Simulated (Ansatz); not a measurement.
Crystal: TiO.

```
Ti O
1.0
     2.70834    0.00000    0.00000
     0.00000    2.70834    0.00000
     0.00000    0.00000    2.70834
Ti O
1 1
Direct
  0.00000 0.00000 0.00000
  0.50000 0.50000 0.50000
```

The cell comes from a database or a generator and needn't be the stable form of this composition.

```yaml
Program: Ansatz 0.2.0
Task: relaxation of cell and atoms
Functional: HSEsol
Potentials_or_basis: Ansatz PAW
Cutoff: "420 eV (not typed: the program's choice for these potentials)"
k_mesh: 5 × 5 × 5
Occupations: fermi-dirac, width 0.05 eV
Spin: no spin polarisation
```

At the start: volume 9.93 Å³/atom.

**Question.** Where does the relaxation end?

**Answer.** It ends after 7 steps and the volume is 8.69 Å³/atom (-12.5 %); space group Pm-3m (No. 221, to 0.05 Å).

The path:
```csv
step,energy change (eV),largest force (eV/Å),volume (Å³)
1,0.0000,0.0000,19.87
2,-0.2307,0.0000,17.77
3,-0.2379,0.0000,17.33
4,-0.2379,0.0000,17.42
5,-0.2337,0.0000,17.42
6,-0.2339,0.0000,17.39
7,-0.2336,0.0000,17.39
```

Final structure:
```
Ti O
1.0
     2.59059    0.00000    0.00000
     0.00000    2.59059    0.00000
     0.00000    0.00000    2.59059
Ti O
1 1
Cartesian
  0.0000 0.0000 0.0000
  1.2953 1.2953 1.2953
```

Caveat: the k mesh is coarse (spacing up to 0.46 Å⁻¹), so the values aren't converged, least of all with exact exchange; the plane-wave basis is chosen anew once the cell has moved, so the energies of steps on either side of that aren't comparable; the pressure holds a Pulay correction of +0.6 GPa for the finite cutoff; the PAW data sets come from PBE, with cores solved anew for the run's functional, which leaves a small shift of forces and pressure.
